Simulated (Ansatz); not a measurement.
# PbS (Galena) (Fm-3m) in Ansatz: relaxation of cell and atoms with r2SCAN+rVV10

Aim: the relaxation of cell and atoms of PbS (Galena) with r2SCAN+rVV10.

Program: Ansatz 0.2.0. These are calculated values, not measurements. Logs are shortened: lines on timing, memory, paths and dates and some standing lists are left out, and cuts for length are marked.

## Step 1: The structure

The structure is cubic, space group Fm-3m (No. 225). The conventional cell has a = 5.931 Å, b = 5.931 Å, c = 5.931 Å, α = 90.00°, β = 90.00°, γ = 90.00°. Pb (site symmetry m-3m) has 6 S at 2.97 Å as nearest neighbours. Around S (site symmetry m-3m) lie 6 Pb at 2.97 Å.

## Step 2: Relaxation of cell and atoms, r2SCAN+rVV10

The input, input.yaml:

```yaml
crystal:
  lattice:
    - [0.0, 2.96575, 2.96575]
    - [2.96575, 0.0, 2.96575]
    - [2.96575, 2.96575, 0.0]
  atoms:
    - { symbol: Pb, position: [0.0, 0.0, 0.0] }
    - { symbol: S, position: [0.5, 0.5, 0.5] }
hamiltonian:
  xc: r2scan
  pseudopotentials: { kind: paw, partial_waves: polarizable }
  dispersion: rvv10
kpoints:
  mp_grid: { grid: [8, 8, 8] }
scf:
  occupations: { method: gaussian, width: 0.05 }
output:
  forces: true
  stress: true
  write_density: true
  write_potential: true
  elf: true
  volumetric_format: npy
relax:
  f_tol: 0.01
  max_steps: 40
  cell: { stress_tol: 0.05 }
```

Potentials or basis: Ansatz PAW polarizable.

The run is started by

```
$ ansatz run input.yaml --threads 1 --pin off --max-ram 2560MiB --backend cpu --events-out ev --progress --plain --runs-dir out
```

What it wrote:

```text
Warning: RAYON_NUM_THREADS=1 ignored (pool sized by the plan → 1); use --threads N
Engine: ansatz 0.2.0, aarch64-unknown-linux-gnu
Pseudopotentials: kind: paw
Pseudopotential: Pb, paw, valence charge 14, recommended cutoff 500 eV (meta_gga), Pb.paw.azcp
Pseudopotential: S, paw, valence charge 6, recommended cutoff 500 eV (meta_gga), S.paw.azcp
Functional definition: r2SCAN+rVV10
  parameter k0 = 0.174
  parameter k1 = 0.065
  parameter a1 = 4.9479
  exchange = r2scan_x(k0 = k0, k1 = k1, a1 = a1)
  correlation = r2scan_c + rvv10(11.95, 0.0093)
Crystal: 2 atoms, lattice volume = 52.172 Å³
Basis set: ecut = 500 eV, 1363 PW (Γ), exchange–correlation on 144×144×144 points (64 copies of the dense FFT grid, shifted against one another)
Bands: 14, of which v1, the nominal top of the filled ones, is band 10 counted from 1 (9 counted from 0)
Symmetry: 48 space group operations
Space group: Fm-3m (ITA 225), of the structure as read, at distance tolerance 3.7e-5 Å
k-points: 29 of 512
Non-local potential: Pb, projectors of the file, l = 0: 2, l = 1: 2, l = 2: 2, l = 3: 2
Non-local potential: S, projectors of the file, l = 0: 2, l = 1: 2, l = 2: 2
PAW form: soft (Blöchl's): semilocal exchange-correlation on the pseudo side does not see the compensation charge
rVV10 density: all electrons in the spheres
PAW frozen core: Pb, regenerated for the run's functional (the file was generated under x = pbe(κ = 0.804, μ = 0.2195149727645171), c = pbe(β = 0.06672455060314922))
PAW frozen core: S, regenerated for the run's functional (the file was generated under x = pbe(κ = 0.804, μ = 0.2195149727645171), c = pbe(β = 0.06672455060314922))
PAW one-centre angular grid: Pb, 590 points (default); XC on 160 Gauss nodes
PAW one-centre angular grid: S, 302 points (default); XC on 160 Gauss nodes
Initial density: superposition of atomic densities (neutral atoms: chi_scale 0, normalization atom), corrected by the library's trained network
Initial wavefunctions: pseudopotential atomic-orbital guess
Functional: x = r2scan, c = r2scan + rvv10(b = 11.95, C = 0.0093); τ floored in thin density (d = 2e-4 eV/Å³)
Partial waves of S: polarizable
Partial waves of Pb: polarizable
SCF iter   1: F=—  HF=-12824.167445 eV  |F-HF|=—  |Δ(HF+E_count)|=         —  Δρ=5.90e-3  dr2=1.14e-2  dr2_τ=2.56e-3  ethr=1.77e-3  ⟨swp⟩=6.2  Hψ=2457  notcnv=0
preconditioner: auto → none  [insulator: Δε(μ)=0.537 eV  Ē_g=16.242 eV  σ=0.050 eV  W_gap=1.00  n_scr=14 (ndim 8)  ℏωp=23.0 eV  f_vac=0.001  D(μ)=0.00/eV (n_scr^D=0)  ε∞_Penn≈3.0]
SCF iter   2: F=—  HF=-12824.174109 eV  |F-HF|=—  |Δ(HF+E_count)|=   6.66e-3  Δρ=2.08e-3  dr2=2.32e-3  dr2_τ=1.26e-4  ethr=5.70e-5  ⟨swp⟩=2.0  Hψ=1044  notcnv=0
SCF iter   3: F=—  HF=-12824.173937 eV  |F-HF|=—  |Δ(HF+E_count)|=   1.72e-4  Δρ=9.77e-4  dr2=3.63e-4  dr2_τ=2.57e-5  ethr=1.16e-5  ⟨swp⟩=2.1  Hψ=508  notcnv=0
SCF iter   4: F=—  HF=-12824.173899 eV  |F-HF|=—  |Δ(HF+E_count)|=   3.84e-5  Δρ=2.27e-4  dr2=2.43e-5  dr2_τ=2.93e-6  ethr=1.81e-6  ⟨swp⟩=2.1  Hψ=520  notcnv=0
SCF iter   5: F=—  HF=-12824.173899 eV  |F-HF|=—  |Δ(HF+E_count)|=   3.84e-8  Δρ=5.26e-5  dr2=5.25e-7  dr2_τ=2.53e-8  ethr=1.22e-7  ⟨swp⟩=2.3  Hψ=586  notcnv=0
SCF iter   6: F=-12824.173899 eV  HF=-12824.173899 eV  |F-HF|=5.86e-8  |Δ(HF+E_count)|=   3.87e-7  Δρ=9.31e-6  dr2=9.14e-8  dr2_τ=2.96e-9  ethr=5.00e-10  ⟨swp⟩=8.5  Hψ=2408  notcnv=0
SCF 1 converged in 6 iterations: F = -12824.173899 eV  dr2 = 9.14e-8
relax step   1: F+E_penalty+E_count = -12824.17389893 eV  Δ(F+E_penalty+E_count) = +0.000e0 eV  max|allowed force component| = 4.142e-30 eV/Å  Δτ_max = 0.0000 Å  P = +0.313 GPa  Ω = 52.172 Å³  (6 SCF iters, dr2 threshold 1.00e-7 eV, accepted)
Crystal: 2 atoms, lattice volume = 52.621 Å³
rVV10 density: all electrons in the spheres
Initial density: handed on by an earlier stage of this run
Initial wavefunctions: those handed on with the density
Partial waves of S: polarizable
Partial waves of Pb: polarizable
iter 1 solved again at ethr=6.87e-7 eV; its pass at ethr=3.10e-3 eV (dr2=1.37e-4 eV) is discarded
SCF iter   1: F=—  HF=-12824.172528 eV  |F-HF|=—  |Δ(HF+E_count)|=         —  Δρ=2.86e-4  dr2=7.59e-5  dr2_τ=4.59e-4  ethr=6.87e-7  ⟨swp⟩=2.7  Hψ=2829  notcnv=0
preconditioner: auto → none  [insulator: Δε(μ)=0.604 eV  Ē_g=16.158 eV  σ=0.050 eV  W_gap=1.00  n_scr=14 (ndim 8)  ℏωp=22.9 eV  f_vac=0.001  D(μ)=0.00/eV (n_scr^D=0)  ε∞_Penn≈3.0]
SCF iter   2: F=—  HF=-12824.174016 eV  |F-HF|=—  |Δ(HF+E_count)|=   1.49e-3  Δρ=2.38e-4  dr2=6.24e-5  dr2_τ=3.68e-6  ethr=3.80e-7  ⟨swp⟩=2.1  Hψ=698  notcnv=0
SCF iter   3: F=—  HF=-12824.174001 eV  |F-HF|=—  |Δ(HF+E_count)|=   1.49e-5  Δρ=8.75e-5  dr2=7.35e-6  dr2_τ=1.02e-7  ethr=3.12e-7  ⟨swp⟩=1.9  Hψ=458  notcnv=0
SCF iter   4: F=—  HF=-12824.174001 eV  |F-HF|=—  |Δ(HF+E_count)|=   1.68e-7  Δρ=4.23e-5  dr2=1.57e-6  dr2_τ=4.86e-8  ethr=3.67e-8  ⟨swp⟩=2.0  Hψ=551  notcnv=0
SCF iter   5: F=—  HF=-12824.174001 eV  |F-HF|=—  |Δ(HF+E_count)|=   2.62e-7  Δρ=1.84e-5  dr2=3.45e-7  dr2_τ=5.94e-9  ethr=7.83e-9  ⟨swp⟩=1.1  Hψ=412  notcnv=0
SCF iter   6: F=-12824.174001 eV  HF=-12824.174001 eV  |F-HF|=3.01e-8  |Δ(HF+E_count)|=   5.73e-8  Δρ=7.36e-6  dr2=5.29e-8  dr2_τ=1.02e-9  ethr=1.00e-9  ⟨swp⟩=8.8  Hψ=2235  notcnv=0
SCF 2 converged in 6 iterations: F = -12824.174001 eV  dr2 = 5.29e-8
relax step   2: F+E_penalty+E_count = -12824.17400081 eV  Δ(F+E_penalty+E_count) = -1.019e-4 eV  max|allowed force component| = 1.446e-30 eV/Å  Δτ_max = 0.0000 Å  P = -0.210 GPa  Ω = 52.621 Å³  energy of the carried Pulay correction = -3.600e-5 eV  (6 SCF iters, dr2 threshold 2.00e-7 eV, accepted)
Crystal: 2 atoms, lattice volume = 52.440 Å³
rVV10 density: all electrons in the spheres
Partial waves of S: polarizable
Partial waves of Pb: polarizable
iter 1 solved again at ethr=1.01e-7 eV; its pass at ethr=3.10e-3 eV (dr2=2.02e-5 eV) is discarded
SCF iter   1: F=—  HF=-12824.173894 eV  |F-HF|=—  |Δ(HF+E_count)|=         —  Δρ=1.06e-4  dr2=1.03e-5  dr2_τ=7.39e-5  ethr=1.01e-7  ⟨swp⟩=2.7  Hψ=2800  notcnv=0
preconditioner: auto → none  [insulator: Δε(μ)=0.584 eV  Ē_g=16.177 eV  σ=0.050 eV  W_gap=1.00  n_scr=14 (ndim 8)  ℏωp=22.9 eV  f_vac=0.000  D(μ)=0.00/eV (n_scr^D=0)  ε∞_Penn≈3.0]
SCF iter   2: F=—  HF=-12824.174138 eV  |F-HF|=—  |Δ(HF+E_count)|=   2.44e-4  Δρ=9.19e-5  dr2=9.21e-6  dr2_τ=5.05e-7  ethr=5.15e-8  ⟨swp⟩=2.1  Hψ=698  notcnv=0
SCF iter   3: F=—  HF=-12824.174136 eV  |F-HF|=—  |Δ(HF+E_count)|=   2.11e-6  Δρ=3.44e-5  dr2=1.09e-6  dr2_τ=1.59e-8  ethr=4.60e-8  ⟨swp⟩=1.9  Hψ=455  notcnv=0
SCF iter   4: F=—  HF=-12824.174136 eV  |F-HF|=—  |Δ(HF+E_count)|=   1.19e-8  Δρ=1.57e-5  dr2=2.15e-7  dr2_τ=6.83e-9  ethr=5.44e-9  ⟨swp⟩=2.0  Hψ=551  notcnv=0
SCF iter   5: F=-12824.174136 eV  HF=-12824.174136 eV  |F-HF|=2.58e-8  |Δ(HF+E_count)|=   3.78e-8  Δρ=6.22e-6  dr2=4.00e-8  dr2_τ=6.63e-10  ethr=5.51e-10  ⟨swp⟩=7.8  Hψ=2152  notcnv=0
SCF 3 converged in 5 iterations: F = -12824.174136 eV  dr2 = 4.00e-8
relax step   3: F+E_penalty+E_count = -12824.17413607 eV  Δ(F+E_penalty+E_count) = -1.353e-4 eV  max|allowed force component| = 1.381e-30 eV/Å  Δτ_max = 0.0000 Å  P = -0.003 GPa  Ω = 52.440 Å³  energy of the carried Pulay correction = -2.152e-5 eV  (5 SCF iters, dr2 threshold 1.10e-7 eV, accepted)
rVV10 density: all electrons in the spheres
Initial wavefunctions: pseudopotential atomic-orbital guess (no wavefunctions were taken with the density)
Partial waves of S: polarizable
Partial waves of Pb: polarizable
iter 1 solved again at ethr=2.02e-7 eV; its pass at ethr=3.10e-3 eV (dr2=4.05e-5 eV) is discarded
SCF iter   1: F=—  HF=-12824.174152 eV  |F-HF|=—  |Δ(HF+E_count)|=         —  Δρ=6.46e-6  dr2=3.78e-8  dr2_τ=4.58e-9  ethr=2.02e-7  ⟨swp⟩=3.6  Hψ=3746  notcnv=0
preconditioner: auto → none  [insulator: Δε(μ)=0.586 eV  Ē_g=16.175 eV  σ=0.050 eV  W_gap=1.00  n_scr=14 (ndim 8)  ℏωp=22.9 eV  f_vac=0.000  D(μ)=0.00/eV (n_scr^D=0)  ε∞_Penn≈3.0]
SCF iter   2: F=—  HF=-12824.174155 eV  |F-HF|=—  |Δ(HF+E_count)|=   3.91e-6  Δρ=2.50e-6  dr2=2.84e-9  dr2_τ=8.04e-10  ethr=1.89e-10  ⟨swp⟩=2.1  Hψ=607  notcnv=0
SCF iter   3: F=—  HF=-12824.174155 eV  |F-HF|=—  |Δ(HF+E_count)|=  2.42e-10  Δρ=1.18e-6  dr2=3.69e-10  dr2_τ=1.14e-10  ethr=1.42e-11  ⟨swp⟩=2.5  Hψ=609  notcnv=0
SCF iter   4: F=-12824.174155 eV  HF=-12824.174155 eV  |F-HF|=2.00e-11  |Δ(HF+E_count)|=  6.04e-10  Δρ=2.57e-7  dr2=1.30e-11  dr2_τ=5.48e-12  ethr=1.00e-12  ⟨swp⟩=5.1  Hψ=2252  notcnv=0
SCF 4 converged in 4 iterations: F = -12824.174155 eV  dr2 = 1.30e-11
relax step   4: F+E_penalty+E_count = -12824.17415542 eV  Δ(F+E_penalty+E_count) = -1.935e-5 eV  max|allowed force component| = 2.284e-30 eV/Å  Δτ_max = 0.0000 Å  P = -0.002 GPa  Ω = 52.440 Å³  stress off target by 2.14e-3 GPa  SCF on the basis re-selected at this cell (its energy is not comparable with the rows above)  (4 SCF iters)
basis re-selected at this cell: Δ(F+E_penalty+E_count) = -1.935e-5 eV, ΔP = +0.001 GPa vs the last step (what re-selecting the basis moved, of the pressure what is left beyond the Pulay correction that the steps carried, after the strain that the cell walked since its last selection, with what the two solves' SCF thresholds leave and, on support functions, any second-order correction that the steps lacked; it is no measure of the basis error at this ecutwfc). This SCF's stress stands 2.14e-3 GPa from its target on what of the cell is left free (relax.cell.stress_tol is 5.00e-2 GPa) and its largest allowed force component is 2.28e-30 eV/Å (relax.f_tol is 1.00e-2 eV/Å): within both
SCF converged after 4 iterations
Free energy (F): -12824.174155 eV
Harris-Foulkes:  -12824.174155 eV  (|F-HF|=2.00e-11)
Internal energy: -12824.174155 eV  (E = F + TS)
E sigma→0 (E₀):  -12824.174155 eV
Fermi energy:    8.533345 eV
--- Per-component energies (eV) ---
  E_band       = -68.075308
  E_kinetic    = 392.609095
  E_local      = -1226.170873  (includes V_loc(G=0)·N_el)
  E_nonlocal   = 379.005128
  E_hartree    = 477.408553
  E_xc         = -296.870053
  E_vxc        = -239.826771  (∫ρ·V_xc dr)
  E_paw        = -11040.241813  (= ΣΔE_a)
  E_vpaw       = -343.392262  (= ΣTr[D̂ρ^β])
  E_aug_tail   = 0.000012  (compensation charges beyond the density's cutoff)
  E_vtau       = 14.883291  (kinetic-family band-sum trace: ∫τ·v_τ [+ j·A + Jᵃ·Aᵃ] dr)
  E_ewald      = -1510.769940
  E_core_change = 0.855736  (= ΣΔE_core)
  E_smearing   = -0.000000  (= −TS)
  E_closure    = 0.000000  (closes the sum)
  Σ components = -12824.174155   (vs F -12824.174155, Δ=0.00e0)
--- Forces (eV/Å), atoms counted from 1 ---
  atom   1  Pb    -0.00000000     0.00000000    -0.00000000
  atom   2  S      0.00000000    -0.00000000     0.00000000
  max |Σ_I F_I| component: 3.32e-30 eV/Å
--- Stress (GPa, compression-positive) ---
       -0.002137      -0.000000      -0.000000
       -0.000000      -0.002137      -0.000000
       -0.000000      -0.000000      -0.002137
  P = ⅓ Tr σ = -0.0021 GPa (-0.021 kbar)
--- Band table (eV; the first three rows and the last of 29) ---
  k-point 0: bands = ["-9.2303", "-9.2303", "-9.2303", "-9.2101", "-9.2101", "-5.9455", "2.1351", "5.9176", "5.9176", "5.9176", "13.7668", "13.7668", "13.7668", "15.3029"]
  k-point 1: bands = ["-9.2296", "-9.2271", "-9.2271", "-9.2115", "-9.2115", "-5.8105", "1.6348", "5.9612", "5.9612", "6.3060", "12.5019", "12.9507", "12.9507", "15.2319"]
  k-point 2: bands = ["-9.2320", "-9.2320", "-9.2283", "-9.2023", "-9.2023", "-5.4372", "0.5937", "6.0836", "6.0836", "7.0437", "10.8226", "11.6966", "11.6966", "15.4123"]
  k-point 28: bands = ["-9.3312", "-9.2140", "-9.2140", "-9.2103", "-9.1705", "-4.2140", "0.1085", "3.6449", "3.6449", "7.1288", "10.6818", "13.1987", "13.1987", "16.7953"]
--- Relaxed structure (3 steps of the walk, 3 accepted, 1 SCFs on fresh bases) ---
  F+E_penalty+E_count = -12824.17415542 eV   max|allowed force component| = 2.284e-30 eV/Å   (the final SCF, on the basis selected at the relaxed cell)
  cell:  # Å, volume = 52.4399 Å³
    - [1.9096524937093657e-35, 2.9708274123285774, 2.9708274123285774]
    - [2.9708274123285774, 1.974345460884393e-34, 2.9708274123285774]
    - [2.9708274123285774, 2.9708274123285774, 1.1464587074015077e-34]
  atoms:
    - { symbol: Pb, position: [-1.6488431254837524e-36, 1.014672692603607e-36, 1.6065650966251606e-36] }
    - { symbol: S, position: [0.5, 0.5, 0.5] }
```

Run time: 26 s. Hardware: 1 thread of Arm Neoverse V1, shared host; peak memory 0.6 GiB.

Results:

```
Free energy                            : -12824.1742 eV
Relaxed volume                         : 26.22 Å³/atom
Relaxed cell                           : a = 4.201 Å, b = 4.201 Å, c = 4.201 Å, α = 60.00°, β = 60.00°, γ = 60.00°
Space group after relaxing (to 0.05 Å) : Fm-3m (No. 225)
Energy gained by relaxing              : 0.1 meV/atom
Ionic steps                            : 4
Pressure after relaxing                : 0.0 GPa
Band gap on the k mesh                 : 0.59 eV, direct
```

Step by step:
| step | energy change (eV) | largest force (eV/Å) | volume (Å³) |
| --- | --- | --- | --- |
| 1 | 0.0000 | 0.0000 | 52.17 |
| 2 | -0.0001 | 0.0000 | 52.62 |
| 3 | -0.0002 | 0.0000 | 52.44 |
| 4 | -0.0003 | 0.0000 | 52.44 |

Final structure:
```
Pb S
1.0
     0.00000    2.97083    2.97083
     2.97083    0.00000    2.97083
     2.97083    2.97083    0.00000
Pb S
1 1
Direct
  0.00000 0.00000 0.00000
  0.50000 0.50000 0.50000
```

Levels at points of the mesh, in eV from the valence-band top:
| k point | band 8 | band 9 | band 10 | band 11 | band 12 | band 13 |
| --- | --- | --- | --- | --- | --- | --- |
| (0.00, 0.00, 0.00) | -2.32 | -2.32 | -2.32 | 5.53 | 5.53 | 5.53 |
| (0.00, 0.00, -0.50) | -1.92 | -1.92 | 0.00 | 0.59 | 2.16 | 2.16 |
| (0.00, -0.50, -0.50) | -5.38 | -3.60 | -3.60 | 4.08 | 5.96 | 6.05 |

Caveat: the plane-wave basis is chosen anew once the cell has moved, so the energies of steps on either side of that aren't comparable; spin-orbit coupling is left out, which as a rule narrows the gap of such compounds by several tenths of an eV; the PAW data sets come from PBE, with cores solved anew for the run's functional, which leaves a small shift of forces and pressure.
